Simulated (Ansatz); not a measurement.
Relaxing BiTe

These are results of DFT r2SCAN, scalar-relativistic, plane waves, PAW in Ansatz, not measurements. Cutoff 500 eV, Γ-centred k mesh, Gaussian smearing, no spin polarisation in the final step.

BiTe was placed on the zinc blende structure type (F-43m, No. 216), with Bi in place of Zn, Te in place of S, at a guessed volume.

```xyz
2
Lattice="0.0000 3.2921 3.2921 3.2921 0.0000 3.2921 3.2921 3.2921 0.0000" Properties=species:S:1:pos:R:3 pbc="T T T"
Bi    0.0000    0.0000    0.0000
Te    4.9381    4.9381    4.9381
```

Cell and atoms relax at zero pressure; the relaxation can't lower the symmetry of the start. After a coarse first stage the cell is made exact in the group found at 0.06 Å.

The zero of energy is the elements' standard structures at the same level; no fitted shifts are applied.

Question: Which crystal results?

Answer: It keeps F-43m (No. 216). The result still has the zinc blende structure. Conventional cell: a = 7.185 Å. Around Bi lie 4 Te at 3.11 Å; around Te lie 4 Bi at 3.11 Å.

```cif
data_structure
_symmetry_space_group_name_H-M 'F-43m'
_symmetry_Int_Tables_number 216
_cell_length_a 7.1853
_cell_length_b 7.1853
_cell_length_c 7.1853
_cell_angle_alpha 90.000
_cell_angle_beta 90.000
_cell_angle_gamma 90.000
_cell_volume 370.96
loop_
_atom_site_label
_atom_site_type_symbol
_atom_site_symmetry_multiplicity
_atom_site_Wyckoff_symbol
_atom_site_fract_x
_atom_site_fract_y
_atom_site_fract_z
_atom_site_occupancy
Bi1 Bi 4 a 0.00000 0.00000 0.00000 1
Te1 Te 4 c 0.25000 0.25000 0.25000 1
```

Question: What are its volume, energy, density and gap?

Answer: The volume per atom is 46.37 Å³. The density is 6.03 g/cm³, the energy over the elements is 0.24 eV/atom and the gap on the 14×14×14 mesh is 0 eV (a metal).

The final run used a 14×14×14 mesh on its 2-atom cell and 0.10 eV smearing. The k mesh leaves about 4 meV/atom of noise in metals. Spin–orbit coupling is left out. Symmetry constrained the relaxation, so the result can be a saddle point.

Cost: 3 runs of about 1.9 core-minutes in all, on Arm Neoverse V2 (shared hosts).